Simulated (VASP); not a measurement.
A run of VASP 6.6.1 is set up as follows.

File INCAR:

```
PREC = Accurate
ENCUT = 520
EDIFF = 1E-6
ISMEAR = -1
SIGMA = 0.05
LREAL = False
LASPH = True
NELM = 150
ALGO = Normal
ISIF = 2
LWAVE = False
LCHARG = False
ISPIN = 2
MAGMOM = 0.5 -0.5 0.5 -0.5
LORBIT = 11
GGA = RE
IVDW = 13
NBANDS = 20
```

KPOINTS

```
regular mesh
0
Gamma
  6 6 6
```

File POSCAR:

```
C
1.0
    1.2331880975      0.7119814801      8.2826151019
   -1.2331880975      0.7119814801      8.2826151019
    0.0000000000     -1.4239629601      8.2826151019
C
4
Direct
    0.2826574729      0.0059853939      0.0185226473
    0.9492515384      0.6725992929      0.6851502784
   -0.0080259644      0.3509370076      0.3346289762
    0.6585639531      1.0175373056      1.0012740982
```

Potentials or basis: VASP PAW PBE potentials, release 64 (C).

The run is started by

```console
$ cat potpaw_PBE.64/C/POTCAR > POTCAR
$ mpirun -np 1 vasp_std > vasp.out
```

(1) Estimate the pressure.

(2) Predict the largest force.

(3) Estimate the dispersion energy per atom.

(4) Predict the band gap on the k mesh.

Answers

(1) -1.1 GPa.

(2) 0.003 eV/Å.

(3) -0.360 eV.

(4) 0.53 eV, direct.

Caveat: the k mesh is coarse (spacing up to 0.49 Å⁻¹), so the values aren't converged; the PAW data sets were made with another functional, which shifts forces and pressure a little.
